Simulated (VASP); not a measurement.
# ZrC (P6_3/mmc) in VASP: reference runs

How does ZrC come out in PBEsol? The cell is run as given and disturbed.

Program: VASP 6.6.1. These are calculated values, not measurements. Logs are shortened: lines on timing, memory, paths and dates and some standing lists are left out, and cuts for length are marked.

## 1. Starting point

Symmetry: P6_3/mmc, No. 194, hexagonal system. The conventional cell has a = 3.391 Å, b = 3.391 Å, c = 5.290 Å, α = 90.00°, β = 90.00°, γ = 120.00°. Zr (site symmetry -6m2) is surrounded by 6 C at 2.36 Å. C (site symmetry -3m) is surrounded by 6 Zr at 2.36 Å and 2 C at 2.65 Å.

The cell comes from a database or a generator and needn't be the stable form of this composition.

## 2. Single point, PBEsol

INCAR reads:

```
SYSTEM = ZrC
PREC = Accurate ; ENCUT = 520
EDIFF = 1E-7 ; ISMEAR = -1
SIGMA = 0.05 ; LREAL = .FALSE.
LASPH = .TRUE. ; NELM = 100
ALGO = Normal ; ISIF = 2
LWAVE = .FALSE. ; LCHARG = .FALSE.
GGA = PS ; NBANDS = 24
```

KPOINTS reads:

```
regular mesh
0
G
  9 9 5
  0 0 0
```

POSCAR reads:

```
ZrC
1.0
    3.3914762718      0.0000000000      0.0000000000
   -1.6957381359      2.9371046077      0.0000000000
    0.0000000000      0.0000000000      5.2900530000
Zr C
2 2
Direct
    0.6666666667      0.3333333333      0.7500000000
    0.3333333333      0.6666666667      0.2500000000
    0.0000000000      0.0000000000      0.5000000000
    0.0000000000      0.0000000000      0.0000000000
```

Potentials or basis: VASP PAW PBE potentials, release 64 (Zr_sv, C).

Command:

```
$ cat potpaw_PBE.64/Zr_sv/POTCAR potpaw_PBE.64/C/POTCAR > POTCAR
$ mpirun -np 1 vasp_std > vasp.out
```

OUTCAR:

```text
SYSTEM = ZrC
   PREC = Accurate
   ENCUT = 520
   EDIFF = 1E-7
   ISMEAR = -1
   LREAL = .FALSE.
   LASPH = .TRUE.
   NELM = 100
   ISIF = 2
   GGA = PS

 ion  position               nearest neighbor table
   1  0.667  0.333  0.750-   3 2.36   4 2.36   3 2.36   4 2.36   3 2.36   4 2.36   2 3.29   2 3.29
                             2 3.29   2 3.29   2 3.29   2 3.29
   2  0.333  0.667  0.250-   3 2.36   4 2.36   3 2.36   4 2.36   3 2.36   4 2.36   1 3.29   1 3.29
                             1 3.29   1 3.29   1 3.29   1 3.29
   3  0.000  0.000  0.500-   1 2.36   2 2.36   2 2.36   1 2.36   1 2.36   2 2.36
   4  0.000  0.000  0.000-   1 2.36   2 2.36   2 2.36   1 2.36   1 2.36   2 2.36

  LATTYP: Found a hexagonal cell.
 ALAT       =     3.3914762718
 C/A-ratio  =     1.5598083478

  Lattice vectors:

 A1 = (   3.3914762718,   0.0000000000,   0.0000000000)
 A2 = (  -1.6957381359,   2.9371046077,   0.0000000000)
 A3 = (   0.0000000000,   0.0000000000,   5.2900530000)

Analysis of symmetry for initial positions (statically):
=====================================================================
 Subroutine PRICEL returns:
 Original cell was already a primitive cell.

 Routine SETGRP: Setting up the symmetry group for a
 hexagonal supercell.

 Subroutine GETGRP returns: Found 24 space group operations
 (whereof 12 operations were pure point group operations)
 out of a pool of 24 trial point group operations.

The static configuration has the point symmetry D_3d.
 The point group associated with its full space group is D_6h.

Analysis of symmetry for dynamics (positions and initial velocities):
=====================================================================
 Subroutine PRICEL returns:
 Original cell was already a primitive cell.

 Routine SETGRP: Setting up the symmetry group for a
 hexagonal supercell.

 Subroutine GETGRP returns: Found 24 space group operations
 (whereof 12 operations were pure point group operations)
 out of a pool of 24 trial point group operations.

The dynamic configuration has the point symmetry D_3d.
 The point group associated with its full space group is D_6h.

 Subroutine INISYM returns: Found 24 space group operations
 (whereof 12 operations are pure point group operations),
 and found     1 'primitive' translations

----------------------------------------------------------------------------------------

                                     Primitive cell

  volume of cell :      52.6949

  direct lattice vectors                    reciprocal lattice vectors
     3.391476272  0.000000000  0.000000000     0.294856847  0.170235680  0.000000000
    -1.695738136  2.937104608  0.000000000     0.000000000  0.340471360  0.000000000
     0.000000000  0.000000000  5.290053000     0.000000000  0.000000000  0.189034023

  length of vectors
     3.391476272  3.391476272  5.290053000     0.340471360  0.340471360  0.189034023

  position of ions in fractional coordinates (direct lattice)
     0.666666667  0.333333333  0.750000000
     0.333333333  0.666666667  0.250000000
     0.000000000  0.000000000  0.500000000
     0.000000000  0.000000000  0.000000000

  ion indices of the primitive-cell ions
   primitive index   ion index
                 1           1
                 2           2
                 3           3
                 4           4

----------------------------------------------------------------------------------------

 KPOINTS: regular mesh

Automatic generation of k-mesh.
 Grid dimensions read from file:
 generate k-points for:    9    9    5

 Generating k-lattice:

  Cartesian coordinates                     Fractional coordinates (reciprocal lattice)
     0.032761872  0.018915076  0.000000000     0.111111111 -0.000000000  0.000000000
     0.000000000  0.037830151  0.000000000     0.000000000  0.111111111  0.000000000
     0.000000000  0.000000000  0.037806805     0.000000000  0.000000000  0.200000000

  Length of vectors
     0.037830151  0.037830151  0.037806805

  Shift w.r.t. Gamma in fractional coordinates (k-lattice)
     0.000000000  0.000000000  0.000000000

 Subroutine IBZKPT returns following result:
 ===========================================

 Found     36 irreducible k-points:

 Following reciprocal coordinates:
            Coordinates               Weight
  0.000000  0.000000  0.000000      1.000000
  0.111111  0.000000  0.000000      6.000000
  0.222222 -0.000000  0.000000      6.000000
  0.333333  0.000000  0.000000      6.000000
  0.444444 -0.000000  0.000000      6.000000
  0.111111  0.111111  0.000000      6.000000
[... 16 lines left out ...]
  0.333333  0.222222  0.200000     24.000000
  0.333333  0.333333  0.200000      4.000000
 [... further k-points ...]
   k-points           NKPTS =     36   k-points in BZ     NKDIM =     36   number of bands    NBANDS=     24
   number of dos      NEDOS =    301   number of ions     NIONS =      4
   total plane-waves  NPLWV =  31360
   dimension x,y,z NGX =    28 NGY =   28 NGZ =   40
   dimension x,y,z NGXF=    56 NGYF=   56 NGZF=   80
   ions per type =               2   2
   NGX,Y,Z   is equivalent  to a cutoff of  13.73, 13.73, 12.57 a.u.
   NGXF,Y,Z  is equivalent  to a cutoff of  27.45, 27.45, 25.14 a.u.
 SYSTEM =  ZrC
   PREC   = accura    normal or accurate (medium, high low for compatibility)
   ISTART =      0    job   : 0-new  1-cont  2-samecut
   ICHARG =      2    charge: 1-file 2-atom 10-const
   ISPIN  =      1    spin polarized calculation?
   LNONCOLLINEAR =      F non collinear calculations
   LSORBIT =      F    spin-orbit coupling
   LASPH  =      T    aspherical Exc in radial PAW
   ENCUT  =  520.0 eV  38.22 Ry    6.18 a.u.   6.31  6.31  9.84*2*pi/ulx,y,z
   NELM   =    100;   NELMIN=  2; NELMDL= -5     # of ELM steps
   EDIFF  = 0.1E-06   stopping-criterion for ELM
   LREAL  =      F    real-space projection
   EDIFFG = 0.1E-05   stopping-criterion for IOM
   NSW    =      0    number of steps for IOM
   IBRION =     -1    ionic relax: 0-MD 1-quasi-New 2-CG
   NFREE  =      0    steps in history (QN), initial steepest desc. (CG)
   ISIF   =      2    stress and relaxation
   ISYM   =      2    0-nonsym 1-usesym 2-fastsym
   POTIM  = 0.5000    time-step for ionic-motion
   TEBEG  =    0.0;   TEEND  =   0.0 temperature during run
   PSTRESS=    0.0 pullay stress
   NELECT =      32.0000    total number of electrons
   NUPDOWN=      -1.0000    fix difference up-down
   EMIN   =  10.00;   EMAX   =-10.00  energy-range for DOS
   EFERMI =   0.00;   METHOD = LEGACY
   ISMEAR =    -1;   SIGMA  =   0.05  broadening in eV -4-tet -1-fermi 0-gaus
   EFERMI_NEDOS =   21; number of points for ismear=-14 and -15
   IALGO  =     38    algorithm
   IMIX   =      4    mixing-type and parameters
     AMIX     =   0.40;   BMIX     =  1.00
     AMIX_MAG =   1.60;   BMIX_MAG =  1.00
  volume/ion in A,a.u.               =      13.17        88.90
  Fermi-wavevector in a.u.,A,eV,Ry     =   1.386337  2.619797 26.149441  1.921930
  Thomas-Fermi vector in A             =   2.510662
   LORBIT       =      0    0 simple, 1 ext, 2 COOP (PROOUT), +10 PAW based schemes
   GGA     = PS    functional components
   LHFCALC =     F    Hartree Fock is set to
   AEXX    =    0.0000 exact exchange contribution
   IVDW    =     0    specifies the selected vdW correction
   LEPSILON=     F    determine dielectric tensor
   LRPA    =     F    only Hartree local field effects (RPA)
 non-spin polarized calculation
  energy-cutoff  :      520.00
  volume of cell :       52.69
 maximum number of plane-waves:      1431
 NGX is ok and might be reduce to    28
   NGX = 13   NGY = 13   NGZ = 19

 number of electron      32.0000001 magnetization

 Free energy of the ion-electron system (eV)
  ---------------------------------------------------
  ext. energy  EPLUGINS =         0.00000000
  ---------------------------------------------------
  free energy    TOTEN  =       -40.45485347 eV

  energy without entropy =      -40.44847340  energy(sigma->0) =      -40.45166344

 E-fermi :   9.6242     XC(G=0): -12.2055

 val. band max:        9.5954629575   @ k =   0.2222   0.2222   0.2000
 cond. band min:       9.6568055340   @ k =   0.1111   0.1111   0.2000
 fundamental gap:      0.0613425765
 Fermi energy:         9.6241808121

 k-point     1 :       0.0000    0.0000    0.0000
  band No.  band energies     occupation
      1     -38.6113      2.00000
      2     -38.4967      2.00000
      3     -17.1985      2.00000
      4     -16.4955      2.00000
      5     -16.4955      2.00000
      6     -16.3964      2.00000
[... 16 lines left out ...]
     23      13.9746      0.00000
     24      17.0297      0.00000

 k-point     2 :       0.1111    0.0000    0.0000
  band No.  band energies     occupation
      1     -38.6019      2.00000
      2     -38.4934      2.00000
      3     -17.1632      2.00000
      4     -16.5671      2.00000
      5     -16.5226      2.00000
      6     -16.4619      2.00000
[... 16 lines left out ...]
     23      14.5657      0.00000
     24      16.5155      0.00000

 k-point     3 :       0.2222   -0.0000    0.0000
  band No.  band energies     occupation
      1     -38.5772      2.00000
      2     -38.4860      2.00000
      3     -17.0661      2.00000
      4     -16.7510      2.00000
      5     -16.6169      2.00000
      6     -16.5829      2.00000
[... 16 lines left out ...]
     23      15.4051      0.00000
     24      15.4386      0.00000
[... 514 lines left out ...]
 k-point    23 :       0.3333    0.2222    0.2000
  band No.  band energies     occupation
      1     -38.5065      2.00000
      2     -38.4855      2.00000
      3     -17.0495      2.00000
      4     -16.9279      2.00000
      5     -16.8118      2.00000
      6     -16.6617      2.00000
[... 16 lines left out ...]
     23      15.9641      0.00000
     24      16.2556      0.00000

 k-point    24 :       0.3333    0.3333    0.2000
  band No.  band energies     occupation
      1     -38.4928      2.00000
      2     -38.4928      2.00000
      3     -17.0154      2.00000
      4     -16.8857      2.00000
      5     -16.8857      2.00000
      6     -16.7306      2.00000
[... 16 lines left out ...]
     23      16.8611      0.00000
     24      16.8612      0.00000

 [... further k-points ...]
[... 5 lines left out ...]
  --------------------------------------------------------------------------------------
  -------------------------------------------------------------------------------------
  Total       -2.6513904     -2.6513904     -2.0834072      0.0000000      0.0000000      0.0000000
  in kB      -80.6150328    -80.6150328    -63.3456093      0.0000000      0.0000000      0.0000000
  external PRESSURE =     -74.8585583 kB  Pullay stress =       0.0000000 kB

 VOLUME and BASIS-vectors are now :
 -----------------------------------------------------------------------------
  energy-cutoff  :      520.00
  volume of cell :       52.69
      direct lattice vectors                 reciprocal lattice vectors
     3.391476272  0.000000000  0.000000000     0.294856847  0.170235680  0.000000000
    -1.695738136  2.937104608  0.000000000     0.000000000  0.340471360  0.000000000
     0.000000000  0.000000000  5.290053000     0.000000000  0.000000000  0.189034023

 POSITION                                       TOTAL-FORCE (eV/Angst)
 -----------------------------------------------------------------------------------
      1.69574      0.97903      3.96754        -0.000000     -0.000000      0.000000
     -0.00000      1.95807      1.32251         0.000000      0.000000      0.000000
      0.00000      0.00000      2.64503        -0.000000      0.000000      0.000000
      0.00000      0.00000      0.00000        -0.000000      0.000000      0.000000
 -----------------------------------------------------------------------------------
    total drift:                               -0.000000      0.000000     -0.000000

  FREE ENERGIE OF THE ION-ELECTRON SYSTEM (eV)
  ---------------------------------------------------
  free  energy   TOTEN  =       -40.4548534728 eV

  energy  without entropy=      -40.4484734001  energy(sigma->0) =      -40.45166344
```

Wall time 48 s (1 thread of Intel Xeon Platinum 8259CL at 2.50GHz (Skylake/Cascade Lake), shared host); peak memory 0.18 GiB.

Results:

- Free energy: -40.4549 eV
- Pressure: -7.5 GPa
- Band gap on the k mesh: none (metal or under the smearing width)

Caveat: the PAW data sets were made with another functional, which shifts forces and pressure a little.

## 3. Single point, PBEsol (atoms moved at random, drawn with an rms of 0.05 Å)

INCAR is that of step 2.

KPOINTS is that of step 2.

POSCAR reads:

```
ZrC
1.0
    3.3914762718      0.0000000000      0.0000000000
   -1.6957381359      2.9371046077      0.0000000000
    0.0000000000      0.0000000000      5.2900530000
Zr C
2 2
Direct
    0.6564960000      0.3361750000      0.7457770000
    0.3534290000      0.6814770000      0.2533850000
   -0.0106820000     -0.0085700000      0.5010310000
    0.0019040000     -0.0091580000     -0.0024290000
```

Potentials or basis: VASP PAW PBE potentials, release 64 (Zr_sv, C).

Command:

```
$ cat potpaw_PBE.64/Zr_sv/POTCAR potpaw_PBE.64/C/POTCAR > POTCAR
$ mpirun -np 1 vasp_std > vasp.out
```

Run time: 4.3 min. Hardware: 1 thread of Intel Xeon Platinum 8259CL at 2.50GHz (Skylake/Cascade Lake), shared host; peak memory 0.33 GiB.

It converged, with:

| Item | Value |
| --- | --- |
| Free energy | -40.3741 eV |
| Pressure | -6.8 GPa |
| Largest force | 1.271 eV/Å |
| Band gap on the k mesh | none (metal or under the smearing width) |

Forces in eV/Å, atoms in the order of the input:
```
Zr   0.504 -0.493  0.585
Zr  -0.619 -0.927 -0.611
C    0.243  0.745 -0.082
C   -0.127  0.675  0.108
```

Stress tensor (GPa, compression positive):
```
-7.62 -0.08  0.48
-0.08 -7.46  0.14
 0.48  0.14 -5.47
```

Levels at points of the mesh, in eV from the Fermi level:
| k point | band 14 | band 15 | band 16 | band 17 | band 18 | band 19 |
| --- | --- | --- | --- | --- | --- | --- |
| (0.00, 0.00, 0.00) | -1.35 | -0.86 | 0.79 | 1.22 | 1.25 | 1.51 |

Caveat: the PAW data sets were made with another functional, which shifts forces and pressure a little.
